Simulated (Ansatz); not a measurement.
**Two-dimensional strain map in HfO2**

Level of theory: DFT PBEsol, scalar-relativistic, plane waves, PAW (Ansatz 0.2.0). The runs took a 420 eV cutoff, a Γ-centred 8×8×8 mesh and Gaussian smearing (0.05 eV). Spin–orbit coupling is left out, which can shift energies with elements as heavy as these. No spin polarisation. Energies are free energies at this smearing, counted from the undisturbed cell; pressure is positive in compression.

The starting cell (as given, not relaxed at this level; it stands at -10.2 GPa; this fluorite-type form isn't the usual structure):

```
CELL_PARAMETERS angstrom
0.00000 2.55750 2.55750
2.55750 0.00000 2.55750
2.55750 2.55750 0.00000
ATOMIC_POSITIONS crystal
Hf 0.00000 0.00000 0.00000
O 0.25000 0.25000 0.25000
O 0.75000 0.75000 0.75000
```

The cell is strained by p along both x and y and by q along z, fractional coordinates fixed. Points are written (p, q).

p was sampled at -0.050, -0.025, 0.000, 0.025, 0.050 and q at -0.050, -0.025, 0.000, 0.025, 0.050.

**Question.** Where on the computed points is the energy highest, and how high?

**Answer.** At (0.050, 0.050): 257.7 meV/atom.

**Question.** Away from (0, 0), which computed point is lowest?

**Answer.** (-0.025, 0.000): -7.8 meV/atom.

The map, in meV/atom:

```csv
p \ q,-0.050,-0.025,0.000,0.025,0.050
-0.050,104.6,61.3,46.5,57.6,91.9
-0.025,25.0,-4.8,-7.8,13.1,55.8
0.000,13.0,-6.1,0.0,28.5,77.2
0.025,57.8,47.0,60.0,94.1,147.2
0.050,150.5,145.9,163.8,201.8,257.7
```